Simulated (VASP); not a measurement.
# Cd3Se (I4/mmm) in VASP: equation of state

Aim: energy against volume of Cd3Se in PBE, for its equilibrium volume and stiffness.

Everything below comes from runs of VASP 6.6.1. Logs are shortened: lines on timing, memory, paths and dates and some standing lists are left out, and cuts for length are marked.

## (1) The crystal as given

It takes space group I4/mmm (No. 139, tetragonal). Conventional cell: a = 4.082 Å, b = 4.082 Å, c = 12.174 Å, α = 90.00°, β = 90.00°, γ = 90.00°. Cd (site symmetry 4/mmm) is surrounded by 4 Se at 2.89 Å. Around Cd (site symmetry -4m2) lie 4 Cd at 2.89 Å. Around Se (site symmetry 4/mmm) lie 4 Cd at 2.89 Å.

The cell comes from a database or a generator and needn't be the stable form of this composition.

## (2) Equation of state, PBE, 23.83 Å³/atom (volume scaled by 0.94)

INCAR

```
ALGO = Normal
EDIFF = 1E-7
ENCUT = 520
GGA = PE
ISIF = 2
ISMEAR = -1
LASPH = T
LCHARG = F
LREAL = F
LWAVE = F
NBANDS = 29
NELM = 60
PREC = Accurate
SIGMA = 0.05
```

KPOINTS

```
k-points
0
Gamma
  9 9 9
```

POSCAR

```
Cd3Se
1.0
   -1.9992892073      1.9992892073      5.9628190106
    1.9992892073     -1.9992892073      5.9628190106
    1.9992892073      1.9992892073     -5.9628190106
Cd Se
3 1
Direct
    0.5000000000      0.5000000000      0.0000000000
    0.2500000000      0.7500000000      0.5000000000
    0.7500000000      0.2500000000      0.5000000000
    0.0000000000      0.0000000000      0.0000000000
```

Potentials or basis: VASP PAW PBE potentials, release 64 (Cd, Se).

The run is started by

```bash
$ cat potpaw_PBE.64/Cd/POTCAR potpaw_PBE.64/Se/POTCAR > POTCAR
$ mpirun -np 1 vasp_std > vasp.out
```

OUTCAR:

```text
EDIFF = 1E-7
   ENCUT = 520
   GGA = PE
   ISIF = 2
   ISMEAR = -1
   LASPH = T
   LREAL = F
   NELM = 60
   PREC = Accurate

 Found     75 irreducible k-points:

 Following reciprocal coordinates:
            Coordinates               Weight
  0.000000  0.000000  0.000000      1.000000
  0.111111  0.000000 -0.000000      8.000000
  0.222222  0.000000 -0.000000      8.000000
  0.333333  0.000000 -0.000000      8.000000
  0.444444  0.000000 -0.000000      8.000000
  0.111111  0.111111 -0.000000      8.000000
   k-points           NKPTS =     75   k-points in BZ     NKDIM =     75   number of bands    NBANDS=     29
   number of dos      NEDOS =    301   number of ions     NIONS =      4
   total plane-waves  NPLWV = 125000
   dimension x,y,z NGX =    50 NGY =   50 NGZ =   50
   dimension x,y,z NGXF=   100 NGYF=  100 NGZF=  100
   ions per type =               3   1
   NGX,Y,Z   is equivalent  to a cutoff of  12.60, 12.60, 12.60 a.u.
   NGXF,Y,Z  is equivalent  to a cutoff of  25.19, 25.19, 25.19 a.u.
 SYSTEM =  unknown system
   PREC   = accura    normal or accurate (medium, high low for compatibility)
   ISTART =      0    job   : 0-new  1-cont  2-samecut
   ICHARG =      2    charge: 1-file 2-atom 10-const
   ISPIN  =      1    spin polarized calculation?
   LNONCOLLINEAR =      F non collinear calculations
   LSORBIT =      F    spin-orbit coupling
   LASPH  =      T    aspherical Exc in radial PAW
   ENCUT  =  520.0 eV  38.22 Ry    6.18 a.u.  12.27 12.27 12.27*2*pi/ulx,y,z
   NELM   =     60;   NELMIN=  2; NELMDL= -5     # of ELM steps
   EDIFF  = 0.1E-06   stopping-criterion for ELM
   LREAL  =      F    real-space projection
   EDIFFG = 0.1E-05   stopping-criterion for IOM
   NSW    =      0    number of steps for IOM
   IBRION =     -1    ionic relax: 0-MD 1-quasi-New 2-CG
   NFREE  =      0    steps in history (QN), initial steepest desc. (CG)
   ISIF   =      2    stress and relaxation
   ISYM   =      2    0-nonsym 1-usesym 2-fastsym
   POTIM  = 0.5000    time-step for ionic-motion
   TEBEG  =    0.0;   TEEND  =   0.0 temperature during run
   PSTRESS=    0.0 pullay stress
   NELECT =      42.0000    total number of electrons
   NUPDOWN=      -1.0000    fix difference up-down
   EMIN   =  10.00;   EMAX   =-10.00  energy-range for DOS
   EFERMI =   0.00;   METHOD = LEGACY
   ISMEAR =    -1;   SIGMA  =   0.05  broadening in eV -4-tet -1-fermi 0-gaus
   EFERMI_NEDOS =   21; number of points for ismear=-14 and -15
   IALGO  =     38    algorithm
   IMIX   =      4    mixing-type and parameters
     AMIX     =   0.40;   BMIX     =  1.00
     AMIX_MAG =   1.60;   BMIX_MAG =  1.00
  volume/ion in A,a.u.               =      23.83       160.84
  Fermi-wavevector in a.u.,A,eV,Ry     =   1.245672  2.353978 21.112137  1.551698
  Thomas-Fermi vector in A             =   2.379884
   LORBIT       =      0    0 simple, 1 ext, 2 COOP (PROOUT), +10 PAW based schemes
   GGA     = PE    functional components
   LHFCALC =     F    Hartree Fock is set to
   AEXX    =    0.0000 exact exchange contribution
   IVDW    =     0    specifies the selected vdW correction
   LEPSILON=     F    determine dielectric tensor
   LRPA    =     F    only Hartree local field effects (RPA)
 non-spin polarized calculation
  energy-cutoff  :      520.00
  volume of cell :       95.34
 maximum number of plane-waves:      2602
 NGX is ok and might be reduce to    50
   NGX = 25   NGY = 25   NGZ = 25

 number of electron      42.0000000 magnetization

 Free energy of the ion-electron system (eV)
  ---------------------------------------------------
  ext. energy  EPLUGINS =         0.00000000
  ---------------------------------------------------
  free energy    TOTEN  =        -5.92479089 eV

  energy without entropy =       -5.91739479  energy(sigma->0) =       -5.92109284

 E-fermi :   2.5551     XC(G=0): -10.2567

 val. band max:        2.5003216233   @ k =  -0.1111  -0.3333   0.1111
 cond. band min:       2.5565454435   @ k =   0.3333   0.3333   0.1111
 fundamental gap:      0.0562238201
 Fermi energy:         2.5551484948

 k-point     1 :       0.0000    0.0000    0.0000
  band No.  band energies     occupation
      1     -10.7063      2.00000
      2      -7.2350      2.00000
      3      -6.9696      2.00000
      4      -6.8022      2.00000
      5      -6.3535      2.00000
      6      -6.3535      2.00000
[... 21 lines left out ...]
     28      11.2649      0.00000
     29      11.2649      0.00000

 k-point     2 :       0.1111    0.0000   -0.0000
  band No.  band energies     occupation
      1     -10.6501      2.00000
      2      -7.1836      2.00000
      3      -6.9194      2.00000
      4      -6.7493      2.00000
      5      -6.3519      2.00000
      6      -6.3411      2.00000
[... 21 lines left out ...]
     28      10.5464      0.00000
     29      10.8357      0.00000

 k-point     3 :       0.2222    0.0000   -0.0000
  band No.  band energies     occupation
      1     -10.4989      2.00000
      2      -7.0319      2.00000
      3      -6.7763      2.00000
      4      -6.6086      2.00000
      5      -6.3407      2.00000
      6      -6.3112      2.00000
[... 21 lines left out ...]
     28      10.5191      0.00000
     29      10.7393      0.00000

 k-point     4 :       0.3333    0.0000   -0.0000
  band No.  band energies     occupation
      1     -10.3086      2.00000
      2      -6.7874      2.00000
      3      -6.5638      2.00000
      4      -6.4361      2.00000
      5      -6.3162      2.00000
      6      -6.3044      2.00000
[... 21 lines left out ...]
     28       9.5137      0.00000
     29      10.9246      0.00000

 k-point     5 :       0.4444    0.0000   -0.0000
  band No.  band energies     occupation
      1     -10.1709      2.00000
      2      -6.4677      2.00000
      3      -6.4038      2.00000
      4      -6.3309      2.00000
      5      -6.3063      2.00000
      6      -6.2496      2.00000
[... 21 lines left out ...]
     28       9.8085      0.00000
     29      10.0457      0.00000

 k-point     6 :       0.1111    0.1111   -0.0000
  band No.  band energies     occupation
      1     -10.5966      2.00000
      2      -7.1496      2.00000
      3      -6.8711      2.00000
      4      -6.6858      2.00000
      5      -6.3958      2.00000
      6      -6.2921      2.00000
[... 21 lines left out ...]
     28      10.3728      0.00000
     29      11.7260      0.00000

 [... further k-points ...]

------------------------ aborting loop because EDIFF is reached ----------------------------------------

  FORCE on cell =-STRESS in cart. coord.  units (eV):
  Direction    XX          YY          ZZ          XY          YZ          ZX
  --------------------------------------------------------------------------------------
  -------------------------------------------------------------------------------------
  Total        1.6734905      1.6734905      1.1719266      0.0000000     -0.0000000     -0.0000000
  in kB       28.1236033     28.1236033     19.6946433      0.0000000     -0.0000000     -0.0000000
  external PRESSURE =      25.3139500 kB  Pullay stress =       0.0000000 kB

 VOLUME and BASIS-vectors are now :
 -----------------------------------------------------------------------------
  energy-cutoff  :      520.00
  volume of cell :       95.34
      direct lattice vectors                 reciprocal lattice vectors
    -1.999289207  1.999289207  5.962819011     0.000000000  0.250088881  0.083852956
     1.999289207 -1.999289207  5.962819011     0.250088881  0.000000000  0.083852956
     1.999289207  1.999289207 -5.962819011     0.250088881  0.250088881  0.000000000

 POSITION                                       TOTAL-FORCE (eV/Angst)
 -----------------------------------------------------------------------------------
      0.00000      0.00000      5.96282        -0.000000     -0.000000      0.000000
      1.99929      0.00000      2.98141         0.000000     -0.000000     -0.000000
      0.00000      1.99929      2.98141        -0.000000      0.000000     -0.000000
      0.00000      0.00000      0.00000        -0.000000     -0.000000      0.000000
 -----------------------------------------------------------------------------------
    total drift:                               -0.000000      0.000000      0.000000

  FREE ENERGIE OF THE ION-ELECTRON SYSTEM (eV)
  ---------------------------------------------------
  free  energy   TOTEN  =        -5.9247908874 eV

  energy  without entropy=       -5.9173947885  energy(sigma->0) =       -5.92109284
```

Run time: 6.1 min. Hardware: 1 thread of Intel Xeon Platinum 8259CL at 2.50GHz (Skylake/Cascade Lake), shared host; peak memory 0.45 GiB.

Results:

```
Free energy            : -5.9248 eV
Pressure               : 2.5 GPa
Band gap on the k mesh : none (metal or under the smearing width)
```

## (3) Equation of state, PBE, 24.34 Å³/atom (volume scaled by 0.96)

INCAR

```
SYSTEM = Cd3Se
  ALGO = Normal
  EDIFF = 1E-7
  ENCUT = 520
  GGA = PE
  ISIF = 2
  ISMEAR = -1
  LASPH = .TRUE.
  LCHARG = .FALSE.
  LREAL = .FALSE.
  LWAVE = .FALSE.
  NBANDS = 29
  NELM = 80
  PREC = Accurate
  SIGMA = 0.05
```

KPOINTS

```
k-points
0
G
  9 9 9
  0 0 0
```

POSCAR

```
Cd3Se
1.0
   -2.0133691727      2.0133691727      6.0048120774
    2.0133691727     -2.0133691727      6.0048120774
    2.0133691727      2.0133691727     -6.0048120774
Cd Se
3 1
Direct
    0.5000000000      0.5000000000      0.0000000000
    0.2500000000      0.7500000000      0.5000000000
    0.7500000000      0.2500000000      0.5000000000
    0.0000000000      0.0000000000      0.0000000000
```

Potentials or basis: VASP PAW PBE potentials, release 64 (Cd, Se).

The run is started by

```bash
$ cat potpaw_PBE.64/Cd/POTCAR potpaw_PBE.64/Se/POTCAR > POTCAR
$ mpirun -np 1 vasp_std > vasp.out
```

OUTCAR:

```text
SYSTEM = Cd3Se
   EDIFF = 1E-7
   ENCUT = 520
   GGA = PE
   ISIF = 2
   ISMEAR = -1
   LASPH = .TRUE.
   LREAL = .FALSE.
   NELM = 80
   PREC = Accurate

 Found     75 irreducible k-points:

 Following reciprocal coordinates:
            Coordinates               Weight
  0.000000  0.000000  0.000000      1.000000
  0.111111  0.000000 -0.000000      8.000000
[... 273 lines left out ...]

  FORCE on cell =-STRESS in cart. coord.  units (eV):
  Direction    XX          YY          ZZ          XY          YZ          ZX
  --------------------------------------------------------------------------------------
  -------------------------------------------------------------------------------------
  Total        0.9140711      0.9140711      0.8579302      0.0000000      0.0000000      0.0000000
  in kB       15.0412631     15.0412631     14.1174516      0.0000000      0.0000000      0.0000000
  external PRESSURE =      14.7333259 kB  Pullay stress =       0.0000000 kB

 VOLUME and BASIS-vectors are now :
 -----------------------------------------------------------------------------
  energy-cutoff  :      520.00
  volume of cell :       97.37
      direct lattice vectors                 reciprocal lattice vectors
    -2.013369173  2.013369173  6.004812077     0.000000000  0.248339950  0.083266552
     2.013369173 -2.013369173  6.004812077     0.248339950  0.000000000  0.083266552
     2.013369173  2.013369173 -6.004812077     0.248339950  0.248339950  0.000000000

 POSITION                                       TOTAL-FORCE (eV/Angst)
 -----------------------------------------------------------------------------------
      0.00000      0.00000      6.00481        -0.000000      0.000000      0.000000
      2.01337      0.00000      3.00241         0.000000      0.000000     -0.000000
      0.00000      2.01337      3.00241        -0.000000     -0.000000      0.000000
      0.00000      0.00000      0.00000        -0.000000      0.000000      0.000000
 -----------------------------------------------------------------------------------
    total drift:                               -0.000000      0.000000      0.000000

  FREE ENERGIE OF THE ION-ELECTRON SYSTEM (eV)
  ---------------------------------------------------
  free  energy   TOTEN  =        -5.9499814349 eV

  energy  without entropy=       -5.9421584735  energy(sigma->0) =       -5.94606995
```

OSZICAR:

```text
N       E                     dE             d eps       ncg     rms          rms(c)
DAV:   1     0.302842596534E+03    0.30284E+03   -0.21478E+04  4350   0.139E+03
DAV:   2     0.495031089671E+01   -0.29789E+03   -0.28733E+03  4605   0.361E+02
DAV:   3    -0.654774977255E+01   -0.11498E+02   -0.11431E+02  4996   0.728E+01
DAV:   4    -0.660480520005E+01   -0.57055E-01   -0.57034E-01  4655   0.460E+00
DAV:   5    -0.660497826427E+01   -0.17306E-03   -0.17306E-03  4905   0.243E-01    0.597E+00
DAV:   6    -0.596778599260E+01    0.63719E+00   -0.19509E+00  4834   0.862E+00    0.493E+00
DAV:   7    -0.595465155645E+01    0.13134E-01   -0.25615E-01  4735   0.236E+00    0.269E+00
DAV:   8    -0.595057817471E+01    0.40734E-02   -0.27699E-02  4655   0.131E+00    0.234E-01
DAV:   9    -0.594985149590E+01    0.72668E-03   -0.34674E-03  4866   0.424E-01    0.112E-01
DAV:  10    -0.594995719865E+01   -0.10570E-03   -0.60397E-04  4723   0.144E-01    0.463E-02
DAV:  11    -0.594998207662E+01   -0.24878E-04   -0.66775E-05  4815   0.785E-02    0.728E-03
DAV:  12    -0.594998149820E+01    0.57842E-06   -0.41175E-06  4710   0.198E-02    0.372E-03
DAV:  13    -0.594998143492E+01    0.63280E-07   -0.66261E-07  4677   0.513E-03
   1 F= -.59499814E+01 E0= -.59460700E+01  d E =-.782296E-02
```

Run time: 6.2 min. Hardware: 1 thread of Intel Xeon Platinum 8259CL at 2.50GHz (Skylake/Cascade Lake), shared host; peak memory 0.45 GiB.

What came out:

```
Free energy            : -5.9500 eV
Pressure               : 1.5 GPa
Band gap on the k mesh : none (metal or under the smearing width)
```

## (4) Equation of state, PBE, 24.85 Å³/atom (volume scaled by 0.98)

INCAR

```
SYSTEM = Cd3Se
PREC     = Accurate       ! precision mode
ENCUT    = 520            ! plane-wave cutoff, eV
EDIFF    = 1E-7           ! SCF threshold, eV
ISMEAR   = -1             ! smearing method
SIGMA    = 0.05           ! smearing width, eV
LREAL    = .FALSE.        ! projectors in reciprocal space
LASPH    = .TRUE.         ! aspherical terms in the spheres
NELM     = 60             ! most SCF steps
ALGO     = Normal         ! electronic algorithm
ISIF     = 2              ! what is computed and relaxed
LWAVE    = .FALSE.        ! write WAVECAR
LCHARG   = .FALSE.        ! write CHGCAR
GGA      = PE             ! functional
NBANDS   = 29             ! bands
```

KPOINTS

```
Automatic mesh
0
G
  9 9 9
  0 0 0
```

POSCAR

```
Cd3Se
1.0
   -2.0272549161      2.0272549161      6.0462258831
    2.0272549161     -2.0272549161      6.0462258831
    2.0272549161      2.0272549161     -6.0462258831
Cd Se
3 1
Direct
    0.5000000000      0.5000000000      0.0000000000
    0.2500000000      0.7500000000      0.5000000000
    0.7500000000      0.2500000000      0.5000000000
    0.0000000000      0.0000000000      0.0000000000
```

The run is started by

```bash
$ cat potpaw_PBE.64/Cd/POTCAR potpaw_PBE.64/Se/POTCAR > POTCAR
$ mpirun -np 1 vasp_std > vasp.out
```

It took 5.6 min on 1 thread of Intel Xeon Platinum 8259CL at 2.50GHz (Skylake/Cascade Lake), shared host; peak memory 0.45 GiB.

The run converged. Its results:

```
Free energy            : -5.9626 eV
Pressure               : 0.5 GPa
Band gap on the k mesh : none (metal or under the smearing width)
```

## (5) Equation of state, PBE, 25.86 Å³/atom (volume scaled by 1.02)

INCAR

```
SYSTEM = Cd3Se
  PREC = Accurate
  ENCUT = 520
  EDIFF = 1E-7
  ISMEAR = -1
  SIGMA = 0.05
  LREAL = .False.
  LASPH = .True.
  NELM = 60
  ALGO = Normal
  ISIF = 2
  LWAVE = .False.
  LCHARG = .False.
  GGA = PE
  NBANDS = 29
```

KPOINTS

```
Automatic mesh
0
Gamma
  9 9 9
  0 0 0
```

POSCAR

```
Cd3Se
1.0
   -2.0544696389      2.0544696389      6.1273929629
    2.0544696389     -2.0544696389      6.1273929629
    2.0544696389      2.0544696389     -6.1273929629
Cd Se
3 1
Direct
    0.5000000000      0.5000000000      0.0000000000
    0.2500000000      0.7500000000      0.5000000000
    0.7500000000      0.2500000000      0.5000000000
    0.0000000000      0.0000000000      0.0000000000
```

The run is started by

```bash
$ cat potpaw_PBE.64/Cd/POTCAR potpaw_PBE.64/Se/POTCAR > POTCAR
$ mpirun -np 1 vasp_std > vasp.out
```

Wall time 6.5 min (1 thread of Intel Xeon Platinum 8259CL at 2.50GHz (Skylake/Cascade Lake), shared host); peak memory 0.45 GiB.

The run converged. Its results:

* Free energy: -5.9561 eV
* Pressure: -1.0 GPa
* Band gap on the k mesh: none (metal or under the smearing width)

## (6) Equation of state, PBE, 26.37 Å³/atom (volume scaled by 1.04)

INCAR

```
SYSTEM = Cd3Se
ALGO = Normal ; EDIFF = 1E-7
ENCUT = 520 ; GGA = PE
ISIF = 2 ; ISMEAR = -1
LASPH = .TRUE. ; LCHARG = .FALSE.
LREAL = .FALSE. ; LWAVE = .FALSE.
NBANDS = 29 ; NELM = 60
PREC = Accurate ; SIGMA = 0.05
```

KPOINTS

```
k-points
0
G
  9 9 9
  0 0 0
```

POSCAR

```
Cd3Se
1.0
   -2.0678107247      2.0678107247      6.1671823438
    2.0678107247     -2.0678107247      6.1671823438
    2.0678107247      2.0678107247     -6.1671823438
Cd Se
3 1
Direct
    0.5000000000      0.5000000000      0.0000000000
    0.2500000000      0.7500000000      0.5000000000
    0.7500000000      0.2500000000      0.5000000000
    0.0000000000      0.0000000000      0.0000000000
```

Potentials or basis: VASP PAW PBE potentials, release 64 (Cd, Se).

The run is started by

```bash
$ cat potpaw_PBE.64/Cd/POTCAR potpaw_PBE.64/Se/POTCAR > POTCAR
$ mpirun -np 1 vasp_std > vasp.out
```

Wall time 10 min (1 thread of Intel Xeon Platinum 8259CL at 2.50GHz (Skylake/Cascade Lake), shared host); peak memory 0.51 GiB.

It converged, with:

```yaml
Free_energy: -5.9394 eV
Pressure: -1.6 GPa
Band_gap_on_the_k_mesh: none (metal or under the smearing width)
```

## (7) Equation of state, PBE, 26.88 Å³/atom (volume scaled by 1.06)

INCAR

```
PREC     = Accurate       # precision mode
ENCUT    = 520            # plane-wave cutoff, eV
EDIFF    = 1E-7           # SCF threshold, eV
ISMEAR   = -1             # smearing method
SIGMA    = 0.05           # smearing width, eV
LREAL    = F              # projectors in reciprocal space
LASPH    = T              # aspherical terms in the spheres
NELM     = 80             # most SCF steps
ALGO     = Normal         # electronic algorithm
ISIF     = 2              # what is computed and relaxed
LWAVE    = F              # write WAVECAR
LCHARG   = F              # write CHGCAR
GGA      = PE             # functional
NBANDS   = 29             # bands
```

KPOINTS

```
Automatic mesh
0
Gamma
  9 9 9
```

POSCAR

```
Cd3Se
1.0
   -2.0809818488      2.0809818488      6.2064648191
    2.0809818488     -2.0809818488      6.2064648191
    2.0809818488      2.0809818488     -6.2064648191
Cd Se
3 1
Direct
    0.5000000000      0.5000000000      0.0000000000
    0.2500000000      0.7500000000      0.5000000000
    0.7500000000      0.2500000000      0.5000000000
    0.0000000000      0.0000000000      0.0000000000
```

The run is started by

```bash
$ cat potpaw_PBE.64/Cd/POTCAR potpaw_PBE.64/Se/POTCAR > POTCAR
$ mpirun -np 1 vasp_std > vasp.out
```

It took 7.4 min on 1 thread of Intel Xeon Platinum 8259CL at 2.50GHz (Skylake/Cascade Lake), shared host; peak memory 0.51 GiB.

It converged, with:

```yaml
Free_energy: -5.9152 eV
Pressure: -2.2 GPa
Band_gap_on_the_k_mesh: none (metal or under the smearing width)
```

## (8) Equation of state, PBE

Potentials or basis: VASP PAW PBE potentials, release 64 (Cd, Se).

This step only gathers the single runs of the series.

Results:

```yaml
Equilibrium_volume: 25.18 Å³/atom
Bulk_modulus_at_fixed_shape_and_positions: 40 GPa
Pressure_derivative_of_the_bulk_modulus: 5.3
```

Energy against volume, from the lowest point:
```tsv
volume (Å³/atom)	energy (meV/atom)
23.834	9.86
24.341	3.56
24.849	0.40
25.356	0.00
25.863	2.03
26.370	6.21
26.877	12.26
```

Caveat: the cell was scaled at fixed shape and fractional positions, which overstates the stiffness of a crystal with free parameters, most of all of layers and chains.
